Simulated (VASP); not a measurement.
# Mg (Fm-3m) in VASP: settings compared, part 3 of 3

VASP 6.6.1. Earlier steps stand in the parts before.

## Step 4: Electron localisation function, AM05 (cell strained at random at fixed volume)

INCAR reads:

```
PREC = Accurate ; ENCUT = 520
EDIFF = 1E-7 ; ISMEAR = 1
SIGMA = 0.2 ; LREAL = False
LASPH = True ; NELM = 60
ALGO = Normal ; ISIF = 2
LWAVE = False ; LCHARG = True
GGA = AM ; LELF = True
```

KPOINTS reads:

```
Automatic mesh
0
Gamma
  10 10 10
```

POSCAR reads:

```
Mg
3.2129
   -0.002992312241      0.704498428211      0.709690933425
    0.685821531949      0.005493479411      0.701205453018
    0.691258675963      0.701450091817      0.000056335398
Mg
1
Direct
    0.0000000000      0.0000000000      0.0000000000
```

Potentials or basis: VASP PAW PBE potentials, release 64 (Mg_pv).

The run is started by

```console
cat potpaw_PBE.64/Mg_pv/POTCAR > POTCAR
mpirun -np 1 vasp_std > vasp.out
```

OUTCAR:

```text
PREC = Accurate
   ENCUT = 520
   EDIFF = 1E-7
   ISMEAR = 1
   LREAL = False
   LASPH = True
   NELM = 60
   ISIF = 2
   GGA = AM

 ion  position               nearest neighbor table
   1  0.000  0.000  0.000-

  Warning from LATTYP: Got some problem with cell dimensions!
  Tried to take original basis but could not verify dimensions!
  LATTYP: Found a triclinic cell.
 ALAT       =     3.1513790525
 B/A-ratio  =     1.4384343831
 C/A-ratio  =     1.0040457562
 COS(alpha) =     0.0001757521
 COS(beta)  =     0.4948151391
 COS(gamma) =     0.7107248974

  Lattice vectors:

 A1 = (  -2.2034760000,  -0.0176500000,  -2.2529030000)
 A2 = (   0.0270830000,  -0.0274440000,  -4.5328880000)
 A3 = (  -2.2209450000,  -2.2536890000,  -0.0001810000)

Analysis of symmetry for initial positions (statically):
=====================================================================
 Subroutine PRICEL returns:
 Original cell was already a primitive cell.

 Routine SETGRP: Setting up the symmetry group for a
 triclinic supercell.

 Subroutine GETGRP returns: Found  2 space group operations
 (whereof  2 operations were pure point group operations)
 out of a pool of  2 trial point group operations.

The static configuration has the point symmetry S_2 .

Analysis of symmetry for dynamics (positions and initial velocities):
=====================================================================
 Subroutine PRICEL returns:
 Original cell was already a primitive cell.

 Routine SETGRP: Setting up the symmetry group for a
 triclinic supercell.

 Subroutine GETGRP returns: Found  2 space group operations
 (whereof  2 operations were pure point group operations)
 out of a pool of  2 trial point group operations.

The dynamic configuration has the point symmetry S_2 .

 Subroutine INISYM returns: Found  2 space group operations
 (whereof  2 operations are pure point group operations),
 and found     1 'primitive' translations

----------------------------------------------------------------------------------------

                                     Primitive cell

  volume of cell :      22.6072

  direct lattice vectors                    reciprocal lattice vectors
    -0.009614000  2.263483000  2.280166000    -0.224589267  0.221308692  0.217928141
     2.203476000  0.017650000  2.252903000     0.227289105 -0.224004742  0.223324127
     2.220945000  2.253689000  0.000181000     0.223785241  0.223200815 -0.220624191

  length of vectors
     3.212881060  3.151379052  3.164128764     0.383289121  0.389502410  0.385452295

  position of ions in fractional coordinates (direct lattice)
     0.000000000  0.000000000  0.000000000

  ion indices of the primitive-cell ions
   primitive index   ion index
                 1           1

----------------------------------------------------------------------------------------

 KPOINTS: Automatic mesh

Automatic generation of k-mesh.
 Grid dimensions read from file:
 generate k-points for:   10   10   10

 Generating k-lattice:

  Cartesian coordinates                     Fractional coordinates (reciprocal lattice)
    -0.022458927  0.022130869  0.021792814     0.100000000  0.000000000 -0.000000000
     0.022728910 -0.022400474  0.022332413     0.000000000  0.100000000 -0.000000000
     0.022378524  0.022320081 -0.022062419     0.000000000  0.000000000  0.100000000

  Length of vectors
     0.038328912  0.038950241  0.038545229

  Shift w.r.t. Gamma in fractional coordinates (k-lattice)
     0.000000000  0.000000000  0.000000000

 Subroutine IBZKPT returns following result:
 ===========================================

 Found    504 irreducible k-points:

 Following reciprocal coordinates:
            Coordinates               Weight
  0.000000  0.000000  0.000000      1.000000
  0.100000  0.000000  0.000000      2.000000
  0.200000  0.000000  0.000000      2.000000
  0.300000  0.000000 -0.000000      2.000000
  0.400000  0.000000 -0.000000      2.000000
  0.500000  0.000000 -0.000000      1.000000
[... 42 lines left out ...]
  0.200000  0.500000 -0.000000      2.000000
  0.300000  0.500000  0.000000      2.000000
 [... further k-points ...]
   k-points           NKPTS =    504   k-points in BZ     NKDIM =    504   number of bands    NBANDS=      8
   number of dos      NEDOS =    301   number of ions     NIONS =      1
   total plane-waves  NPLWV =  13824
   dimension x,y,z NGX =    24 NGY =   24 NGZ =   24
   dimension x,y,z NGXF=    48 NGYF=   48 NGZF=   48
   ions per type =               1
   NGX,Y,Z   is equivalent  to a cutoff of  12.42, 12.66, 12.61 a.u.
   NGXF,Y,Z  is equivalent  to a cutoff of  24.84, 25.32, 25.22 a.u.
 SYSTEM =  unknown system
   PREC   = accura    normal or accurate (medium, high low for compatibility)
   ISTART =      0    job   : 0-new  1-cont  2-samecut
   ICHARG =      2    charge: 1-file 2-atom 10-const
   ISPIN  =      1    spin polarized calculation?
   LNONCOLLINEAR =      F non collinear calculations
   LSORBIT =      F    spin-orbit coupling
   LASPH  =      T    aspherical Exc in radial PAW
   ENCUT  =  520.0 eV  38.22 Ry    6.18 a.u.   5.97  5.86  5.88*2*pi/ulx,y,z
   NELM   =     60;   NELMIN=  2; NELMDL= -5     # of ELM steps
   EDIFF  = 0.1E-06   stopping-criterion for ELM
   LREAL  =      F    real-space projection
   EDIFFG = 0.1E-05   stopping-criterion for IOM
   NSW    =      0    number of steps for IOM
   IBRION =     -1    ionic relax: 0-MD 1-quasi-New 2-CG
   NFREE  =      0    steps in history (QN), initial steepest desc. (CG)
   ISIF   =      2    stress and relaxation
   ISYM   =      2    0-nonsym 1-usesym 2-fastsym
   POTIM  = 0.5000    time-step for ionic-motion
   TEBEG  =    0.0;   TEEND  =   0.0 temperature during run
   PSTRESS=    0.0 pullay stress
   NELECT =       8.0000    total number of electrons
   NUPDOWN=      -1.0000    fix difference up-down
   EMIN   =  10.00;   EMAX   =-10.00  energy-range for DOS
   EFERMI =   0.00;   METHOD = LEGACY
   ISMEAR =     1;   SIGMA  =   0.20  broadening in eV -4-tet -1-fermi 0-gaus
   EFERMI_NEDOS =   21; number of points for ismear=-14 and -15
   IALGO  =     38    algorithm
   IMIX   =      4    mixing-type and parameters
     AMIX     =   0.40;   BMIX     =  1.00
     AMIX_MAG =   1.60;   BMIX_MAG =  1.00
  volume/ion in A,a.u.               =      22.61       152.56
  Fermi-wavevector in a.u.,A,eV,Ry     =   1.157948  2.188205 18.243287  1.340844
  Thomas-Fermi vector in A             =   2.294555
   LORBIT       =      0    0 simple, 1 ext, 2 COOP (PROOUT), +10 PAW based schemes
   GGA     = AM    functional components
   LHFCALC =     F    Hartree Fock is set to
   AEXX    =    0.0000 exact exchange contribution
   IVDW    =     0    specifies the selected vdW correction
   LEPSILON=     F    determine dielectric tensor
   LRPA    =     F    only Hartree local field effects (RPA)
 non-spin polarized calculation
 Methfessel and Paxton  Order N= 1 SIGMA  =   0.20
  energy-cutoff  :      520.00
  volume of cell :       22.61
 maximum number of plane-waves:       622
   NGX = 11   NGY = 11   NGZ = 11

 number of electron       8.0000008 magnetization

 Free energy of the ion-electron system (eV)
  ---------------------------------------------------
  ext. energy  EPLUGINS =         0.00000000
  ---------------------------------------------------
  free energy    TOTEN  =        -1.61506960 eV

  energy without entropy =       -1.61516272  energy(sigma->0) =       -1.61510064

 E-fermi :   2.4517     XC(G=0):  -8.8245

 val. band max:        2.4482585017   @ k =  -0.2000   0.4000  -0.0000
 cond. band min:       2.4726777833   @ k =  -0.4000   0.4000   0.4000
 fundamental gap:      0.0244192816
 Fermi energy:         2.4516512345

 k-point     1 :       0.0000    0.0000    0.0000
  band No.  band energies     occupation
      1     -40.1557      2.00000
      2     -40.1540      2.00000
      3     -40.1527      2.00000
      4      -4.6103      2.00000
      5      14.5850      0.00000
      6      14.8060      0.00000
      7      15.0724      0.00000
      8      16.6132      0.00000
[... 419 lines left out ...]
 k-point    40 :       0.3000    0.4000   -0.0000
  band No.  band energies     occupation
      1     -40.1801      2.00000
      2     -40.1661      2.00000
      3     -40.1636      2.00000
      4      -0.9029      2.00000
      5       7.1918      0.00000
      6       7.7458      0.00000
      7      10.1626      0.00000
      8      10.9645      0.00000

 [... further k-points ...]

------------------------ aborting loop because EDIFF is reached ----------------------------------------

  FORCE on cell =-STRESS in cart. coord.  units (eV):
  Direction    XX          YY          ZZ          XY          YZ          ZX
  --------------------------------------------------------------------------------------
  -------------------------------------------------------------------------------------
  Total       -0.0057869      0.0123510      0.0116628     -0.0183667     -0.0244376      0.0370317
  in kB       -0.4101166      0.8753192      0.8265468     -1.3016538     -1.7318962      2.6244390
  external PRESSURE =       0.4305831 kB  Pullay stress =       0.0000000 kB

 VOLUME and BASIS-vectors are now :
 -----------------------------------------------------------------------------
  energy-cutoff  :      520.00
  volume of cell :       22.61
      direct lattice vectors                 reciprocal lattice vectors
    -0.009614000  2.263483000  2.280166000    -0.224589267  0.221308692  0.217928141
     2.203476000  0.017650000  2.252903000     0.227289105 -0.224004742  0.223324127
     2.220945000  2.253689000  0.000181000     0.223785241  0.223200815 -0.220624191

 POSITION                                       TOTAL-FORCE (eV/Angst)
 -----------------------------------------------------------------------------------
      0.00000      0.00000      0.00000         0.000000     -0.000000      0.000000
 -----------------------------------------------------------------------------------
    total drift:                               -0.000000      0.000000     -0.000000

  FREE ENERGIE OF THE ION-ELECTRON SYSTEM (eV)
  ---------------------------------------------------
  free  energy   TOTEN  =        -1.6150696005 eV

  energy  without entropy=       -1.6151627242  energy(sigma->0) =       -1.61510064
```

Wall time 20 s (1 thread of Intel Xeon 6975P-C (Granite Rapids), shared host); peak memory 0.2 GiB.

What came out:

* Free energy: -1.6151 eV
* Pressure: 0.0 GPa
* Band gap on the k mesh: none (metal or under the smearing width)

Stress tensor (GPa, compression positive):
```
-0.04 -0.13  0.26
-0.13  0.09 -0.17
 0.26 -0.17  0.08
```

Levels at points of the mesh, in eV from the Fermi level:
| k point | band 1 | band 2 | band 3 | band 4 | band 5 | band 6 | band 7 | band 8 |
| --- | --- | --- | --- | --- | --- | --- | --- | --- |
| (0.00, 0.00, 0.00) | -42.61 | -42.61 | -42.60 | -7.06 | 12.13 | 12.35 | 12.62 | 14.16 |
| (0.50, 0.00, 0.00) | -42.64 | -42.61 | -42.61 | -1.87 | -1.43 | 11.23 | 11.47 | 12.19 |
| (0.00, 0.50, 0.00) | -42.64 | -42.61 | -42.61 | -1.74 | -1.21 | 10.88 | 11.33 | 11.76 |
| (0.50, 0.50, 0.00) | -42.64 | -42.62 | -42.62 | -0.42 | 0.58 | 6.14 | 7.04 | 7.17 |
| (0.00, 0.00, 0.50) | -42.64 | -42.61 | -42.61 | -1.83 | -1.35 | 10.96 | 11.55 | 11.96 |
| (0.50, 0.00, 0.50) | -42.64 | -42.62 | -42.62 | -0.33 | 0.69 | 6.06 | 6.81 | 7.18 |
| (0.00, 0.50, 0.50) | -42.64 | -42.62 | -42.62 | -0.13 | 0.90 | 5.90 | 6.59 | 6.95 |
| (0.50, 0.50, 0.50) | -42.64 | -42.61 | -42.61 | -1.83 | -1.35 | 11.10 | 11.43 | 12.02 |

Caveat: the PAW data sets were made with another functional, which shifts forces and pressure a little.

## Step 5: For comparison

An earlier run on the cell as given: functional PBE; potentials or basis VASP PAW PBE potentials, release 64 (Mg); cutoff 520 eV; k mesh 10 × 10 × 10; occupations fermi-dirac, width 0.05 eV; no spin polarisation.

- Pressure: 0.7 GPa
- Band gap on the k mesh: none (metal or under the smearing width)

## Step 6: Overview

```csv
task,level,potentials or basis,cell,k mesh,smearing,grid for exact exchange (PRECFOCK),other keys,mesh quality,gap on the mesh (eV),pressure (GPa)
single point,HSE03+D3(BJ),"VASP PAW PBE potentials, release 64 (Mg)",cell strained at random at fixed volume,5 × 5 × 5,fermi-dirac 0.1 eV,Fast,-,coarse,none,-5.3
electrostatic potential,PW91,"VASP PAW PBE potentials, release 64 (Mg)",as given,6 × 6 × 6,methfessel-paxton 0.2 eV,-,"several, not listed",not flagged,-,0.6
electron localisation function,AM05,"VASP PAW PBE potentials, release 64 (Mg_pv)",cell strained at random at fixed volume,10 × 10 × 10,methfessel-paxton 0.2 eV,-,-,not flagged,none,0.0
single point,PBE,"VASP PAW PBE potentials, release 64 (Mg)",as given,10 × 10 × 10,fermi-dirac 0.05 eV,-,-,not flagged,none,0.7
```

Alike in all rows: no spin polarisation; cutoff (eV) 520.

Caveats: some runs use coarse meshes; the PAW data sets were made with another functional, which shifts forces and pressure a little (some runs); pairwise dispersion overbinds metals, which lowers pressure and volume (some runs); the bands computed are all filled at some k points, so no gap is given (some runs).

Absolute energies hang on the potentials; compare differences alone.
